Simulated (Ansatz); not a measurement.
System: zinc-blende InN (metastable phase). Method: PBE0-D3(BJ) in Ansatz (plane waves, PAW).

Numerical settings: plane-wave cutoff 460 eV, 10×10×10 k mesh, Fermi–Dirac smearing 0.01 eV, scalar-relativistic PAW data made under PBE.

Response to compression and expansion:

```
V (Å³/atom)  P (GPa)  direct gap at Γ (eV)
-----------  -------  --------------------
14.319          9.58                 1.361
14.696          4.80                 1.261
15.073          0.63                 1.160
15.575         -4.12                 1.024
15.826         -6.18                 0.956
```

A straight line through the gaps at Γ against ln V gives a volume deformation potential dE_g(Γ)/d ln V of -4.1 eV: the gap at Γ widens under compression.

Measured, for comparison: band gap 0.61 eV (low temperature, zero-point motion not removed, photoluminescence, epilayer; as tabulated in Schörmann, As, Lischka, Schley, Goldhahn et al., Appl. Phys. Lett. 89, 261903 …).

Spin–orbit coupling is not included.

Ansatz is an electronic-structure program.
